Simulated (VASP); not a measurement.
# CdTe (F-43m) in VASP: further runs

CdTe is run at these levels: PBEsol; tasks: single point.

Everything below comes from runs of VASP 6.6.1. Logs are shortened: lines on timing, memory, paths and dates and some standing lists are left out, and cuts for length are marked.

**The experiment to reproduce.**

A printed reference work, data compilation reports, for a bulk crystal of CdTe at 0 K: band gap 1.607 eV.

The runs below are set against these values where they give the same quantity.

## 1. The cell of the first run

It takes space group F-43m (No. 216, cubic). The conventional cell has a = 6.457 Å, b = 6.457 Å, c = 6.457 Å, α = 90.00°, β = 90.00°, γ = 90.00°. Within 3.7 Å of Cd (site symmetry -43m) lie 4 Te at 2.80 Å. Te (site symmetry -43m) has 4 Cd at 2.80 Å within 3.7 Å.

## 2. Single point, PBEsol

INCAR reads:

```
SYSTEM = CdTe
  ALGO = Normal
  EDIFF = 1E-6
  ENCUT = 500
  GGA = PS
  GGA_COMPAT = .FALSE.
  ISIF = 2
  ISMEAR = 0
  LASPH = .TRUE.
  LCHARG = .TRUE.
  LELF = .TRUE.
  LREAL = .FALSE.
  LVHAR = .TRUE.
  LWAVE = .FALSE.
  NBANDS = 16
  NELM = 120
  PREC = Accurate
  SIGMA = 0.01
```

KPOINTS reads:

```
k-points
0
G
  6 6 6
  0 0 0
```

POSCAR reads:

```
CdTe
1.0
    0.0000000000      3.2285895255      3.2285895255
    3.2285895255      0.0000000000      3.2285895255
    3.2285895255      3.2285895255      0.0000000000
Cd Te
1 1
Direct
    0.0000000000      0.0000000000      0.0000000000
    0.2500000000      0.2500000000      0.2500000000
```

Potentials or basis: VASP PAW PBE potentials, release 64 (Cd, Te).

Launch:

```console
$ cat potpaw_PBE.64/Cd/POTCAR potpaw_PBE.64/Te/POTCAR > POTCAR
$ mpirun -np 1 vasp_std > vasp.out
```

OUTCAR:

```text
SYSTEM = CdTe
   EDIFF = 1E-6
   ENCUT = 500
   GGA = PS
   ISIF = 2
   ISMEAR = 0
   LASPH = .TRUE.
   LREAL = .FALSE.
   NELM = 120
   PREC = Accurate

 ion  position               nearest neighbor table
   1  0.000  0.000  0.000-   2 2.80   2 2.80   2 2.80   2 2.80
   2  0.250  0.250  0.250-   1 2.80   1 2.80   1 2.80   1 2.80

  LATTYP: Found a face centered cubic cell.
 ALAT       =     6.4571790510

  Lattice vectors:

 A1 = (   0.0000000000,   3.2285895255,   3.2285895255)
 A2 = (   3.2285895255,   0.0000000000,   3.2285895255)
 A3 = (   3.2285895255,   3.2285895255,   0.0000000000)

Analysis of symmetry for initial positions (statically):
=====================================================================
 Subroutine PRICEL returns:
 Original cell was already a primitive cell.

 Routine SETGRP: Setting up the symmetry group for a
 face centered cubic supercell.

 Subroutine GETGRP returns: Found 24 space group operations
 (whereof 24 operations were pure point group operations)
 out of a pool of 48 trial point group operations.

The static configuration has the point symmetry T_d .

Analysis of symmetry for dynamics (positions and initial velocities):
=====================================================================
 Subroutine PRICEL returns:
 Original cell was already a primitive cell.

 Routine SETGRP: Setting up the symmetry group for a
 face centered cubic supercell.

 Subroutine GETGRP returns: Found 24 space group operations
 (whereof 24 operations were pure point group operations)
 out of a pool of 48 trial point group operations.

The dynamic configuration has the point symmetry T_d .

 Subroutine INISYM returns: Found 24 space group operations
 (whereof 24 operations are pure point group operations),
 and found     1 'primitive' translations

----------------------------------------------------------------------------------------

                                     Primitive cell

  volume of cell :      67.3083

  direct lattice vectors                    reciprocal lattice vectors
     0.000000000  3.228589525  3.228589525    -0.154866389  0.154866389  0.154866389
     3.228589525  0.000000000  3.228589525     0.154866389 -0.154866389  0.154866389
     3.228589525  3.228589525  0.000000000     0.154866389  0.154866389 -0.154866389

  length of vectors
     4.565915094  4.565915094  4.565915094     0.268236453  0.268236453  0.268236453

  position of ions in fractional coordinates (direct lattice)
     0.000000000  0.000000000  0.000000000
     0.250000000  0.250000000  0.250000000

  ion indices of the primitive-cell ions
   primitive index   ion index
                 1           1
                 2           2

----------------------------------------------------------------------------------------

 KPOINTS: k-points

Automatic generation of k-mesh.
 Grid dimensions read from file:
 generate k-points for:    6    6    6

 Generating k-lattice:

  Cartesian coordinates                     Fractional coordinates (reciprocal lattice)
    -0.025811065  0.025811065  0.025811065     0.166666667  0.000000000  0.000000000
     0.025811065 -0.025811065  0.025811065     0.000000000  0.166666667  0.000000000
     0.025811065  0.025811065 -0.025811065     0.000000000  0.000000000  0.166666667

  Length of vectors
     0.044706076  0.044706076  0.044706076

  Shift w.r.t. Gamma in fractional coordinates (k-lattice)
     0.000000000  0.000000000  0.000000000

 Subroutine IBZKPT returns following result:
 ===========================================

 Found     16 irreducible k-points:

 Following reciprocal coordinates:
            Coordinates               Weight
  0.000000  0.000000  0.000000      1.000000
  0.166667  0.000000  0.000000      8.000000
  0.333333  0.000000  0.000000      8.000000
  0.500000  0.000000  0.000000      4.000000
  0.166667  0.166667  0.000000      6.000000
  0.333333  0.166667  0.000000     24.000000
[... 8 lines left out ...]
 -0.333333  0.333333  0.166667     24.000000
 -0.333333  0.500000  0.166667     12.000000
   k-points           NKPTS =     16   k-points in BZ     NKDIM =     16   number of bands    NBANDS=     16
   number of dos      NEDOS =    301   number of ions     NIONS =      2
   total plane-waves  NPLWV =  46656
   dimension x,y,z NGX =    36 NGY =   36 NGZ =   36
   dimension x,y,z NGXF=    72 NGYF=   72 NGZF=   72
   ions per type =               1   1
   NGX,Y,Z   is equivalent  to a cutoff of  13.11, 13.11, 13.11 a.u.
   NGXF,Y,Z  is equivalent  to a cutoff of  26.22, 26.22, 26.22 a.u.
 SYSTEM =  CdTe
   PREC   = accura    normal or accurate (medium, high low for compatibility)
   ISTART =      0    job   : 0-new  1-cont  2-samecut
   ICHARG =      2    charge: 1-file 2-atom 10-const
   ISPIN  =      1    spin polarized calculation?
   LNONCOLLINEAR =      F non collinear calculations
   LSORBIT =      F    spin-orbit coupling
   LASPH  =      T    aspherical Exc in radial PAW
   ENCUT  =  500.0 eV  36.75 Ry    6.06 a.u.   8.32  8.32  8.32*2*pi/ulx,y,z
   NELM   =    120;   NELMIN=  2; NELMDL= -5     # of ELM steps
   EDIFF  = 0.1E-05   stopping-criterion for ELM
   LREAL  =      F    real-space projection
   EDIFFG = 0.1E-04   stopping-criterion for IOM
   NSW    =      0    number of steps for IOM
   IBRION =     -1    ionic relax: 0-MD 1-quasi-New 2-CG
   NFREE  =      0    steps in history (QN), initial steepest desc. (CG)
   ISIF   =      2    stress and relaxation
   ISYM   =      2    0-nonsym 1-usesym 2-fastsym
   POTIM  = 0.5000    time-step for ionic-motion
   TEBEG  =    0.0;   TEEND  =   0.0 temperature during run
   PSTRESS=    0.0 pullay stress
   NELECT =      18.0000    total number of electrons
   NUPDOWN=      -1.0000    fix difference up-down
   EMIN   =  10.00;   EMAX   =-10.00  energy-range for DOS
   EFERMI =   0.00;   METHOD = LEGACY
   ISMEAR =     0;   SIGMA  =   0.01  broadening in eV -4-tet -1-fermi 0-gaus
   EFERMI_NEDOS =   21; number of points for ismear=-14 and -15
   IALGO  =     38    algorithm
   IMIX   =      4    mixing-type and parameters
     AMIX     =   0.40;   BMIX     =  1.00
     AMIX_MAG =   1.60;   BMIX_MAG =  1.00
  volume/ion in A,a.u.               =      33.65       227.11
  Fermi-wavevector in a.u.,A,eV,Ry     =   1.054734  1.993158 15.135981  1.112463
  Thomas-Fermi vector in A             =   2.189905
   LORBIT       =      0    0 simple, 1 ext, 2 COOP (PROOUT), +10 PAW based schemes
   GGA     = PS    functional components
   LHFCALC =     F    Hartree Fock is set to
   AEXX    =    0.0000 exact exchange contribution
   IVDW    =     0    specifies the selected vdW correction
   LEPSILON=     F    determine dielectric tensor
   LRPA    =     F    only Hartree local field effects (RPA)
 non-spin polarized calculation
 Gauss-broadening in eV      SIGMA  =   0.01
  energy-cutoff  :      500.00
  volume of cell :       67.31
 maximum number of plane-waves:      1724
 NGX is ok and might be reduce to    36
   NGX = 17   NGY = 17   NGZ = 17

 number of electron      17.9999994 magnetization

 Free energy of the ion-electron system (eV)
  ---------------------------------------------------
  ext. energy  EPLUGINS =         0.00000000
  ---------------------------------------------------
  free energy    TOTEN  =        -5.48037764 eV

  energy without entropy =       -5.48037764  energy(sigma->0) =       -5.48037764

 E-fermi :   2.3607     XC(G=0):  -8.8289

 val. band max:        2.3156910482   @ k =   0.0000   0.0000   0.0000
 cond. band min:       3.0089086900   @ k =   0.0000   0.0000   0.0000
 fundamental gap:      0.6932176417
 Fermi energy:         2.3607369586

 k-point     1 :       0.0000    0.0000    0.0000
  band No.  band energies     occupation
      1      -8.9604      2.00000
      2      -5.9834      2.00000
      3      -5.9834      2.00000
      4      -5.9834      2.00000
      5      -5.7103      2.00000
      6      -5.7103      2.00000
[... 8 lines left out ...]
     15      11.6785      0.00000
     16      11.6785      0.00000

 k-point     2 :       0.1667    0.0000    0.0000
  band No.  band energies     occupation
      1      -8.8561      2.00000
      2      -5.9639      2.00000
      3      -5.9639      2.00000
      4      -5.9007      2.00000
      5      -5.7117      2.00000
      6      -5.7117      2.00000
[... 8 lines left out ...]
     15      10.7396      0.00000
     16      10.7396      0.00000

 k-point     3 :       0.3333    0.0000    0.0000
  band No.  band energies     occupation
      1      -8.6465      2.00000
      2      -5.9303      2.00000
      3      -5.9303      2.00000
      4      -5.7075      2.00000
      5      -5.7075      2.00000
      6      -5.6164      2.00000
[... 8 lines left out ...]
     15      11.1566      0.00000
     16      11.1566      0.00000

 k-point     4 :       0.5000    0.0000    0.0000
  band No.  band energies     occupation
      1      -8.5434      2.00000
      2      -5.9173      2.00000
      3      -5.9173      2.00000
      4      -5.7010      2.00000
      5      -5.7010      2.00000
      6      -5.3550      2.00000
[... 8 lines left out ...]
     15      12.6015      0.00000
     16      12.6015      0.00000
[... 172 lines left out ...]
 k-point    14 :       0.5000    0.3333    0.1667
  band No.  band energies     occupation
      1      -8.5138      2.00000
      2      -5.8835      2.00000
      3      -5.8759      2.00000
      4      -5.7552      2.00000
      5      -5.6973      2.00000
      6      -5.3950      2.00000
[... 8 lines left out ...]
     15      12.5604      0.00000
     16      13.7503      0.00000

 k-point    15 :      -0.3333    0.3333    0.1667
  band No.  band energies     occupation
      1      -8.4490      2.00000
      2      -5.8758      2.00000
      3      -5.8604      2.00000
      4      -5.7366      2.00000
      5      -5.7076      2.00000
      6      -5.1978      2.00000
[... 8 lines left out ...]
     15      12.7530      0.00000
     16      13.5354      0.00000

 k-point    16 :      -0.3333    0.5000    0.1667
  band No.  band energies     occupation
      1      -8.4174      2.00000
      2      -5.8472      2.00000
      3      -5.8446      2.00000
      4      -5.7612      2.00000
      5      -5.6973      2.00000
      6      -5.1482      2.00000
[... 8 lines left out ...]
     15      13.4062      0.00000
     16      13.6335      0.00000

------------------------ aborting loop because EDIFF is reached ----------------------------------------

  FORCE on cell =-STRESS in cart. coord.  units (eV):
  Direction    XX          YY          ZZ          XY          YZ          ZX
  --------------------------------------------------------------------------------------
  -------------------------------------------------------------------------------------
  Total        0.3485004      0.3485004      0.3485004      0.0000000      0.0000000      0.0000000
  in kB        8.2955530      8.2955530      8.2955530      0.0000000      0.0000000      0.0000000
  external PRESSURE =       8.2955530 kB  Pullay stress =       0.0000000 kB

 VOLUME and BASIS-vectors are now :
 -----------------------------------------------------------------------------
  energy-cutoff  :      500.00
  volume of cell :       67.31
      direct lattice vectors                 reciprocal lattice vectors
     0.000000000  3.228589525  3.228589525    -0.154866389  0.154866389  0.154866389
     3.228589525  0.000000000  3.228589525     0.154866389 -0.154866389  0.154866389
     3.228589525  3.228589525  0.000000000     0.154866389  0.154866389 -0.154866389

 POSITION                                       TOTAL-FORCE (eV/Angst)
 -----------------------------------------------------------------------------------
      0.00000      0.00000      0.00000        -0.000000     -0.000000     -0.000000
      1.61429      1.61429      1.61429         0.000000      0.000000      0.000000
 -----------------------------------------------------------------------------------
    total drift:                                0.000000      0.000000      0.000000

  FREE ENERGIE OF THE ION-ELECTRON SYSTEM (eV)
  ---------------------------------------------------
  free  energy   TOTEN  =        -5.4803776401 eV

  energy  without entropy=       -5.4803776401  energy(sigma->0) =       -5.48037764
```

Wall time 20 s (1 thread of Intel Xeon Platinum 8259CL at 2.50GHz (Skylake/Cascade Lake), shared host); peak memory 0.21 GiB.

What came out:

| Item | Value |
| --- | --- |
| Free energy | -5.4804 eV |
| Pressure | 0.8 GPa |
| Band gap on the k mesh | 0.69 eV |

Caveat: the PAW data sets were made with another functional, which shifts forces and pressure a little; spin-orbit coupling is left out, which moves the levels of the heavy elements.

(Continued in part 2 of 2.)
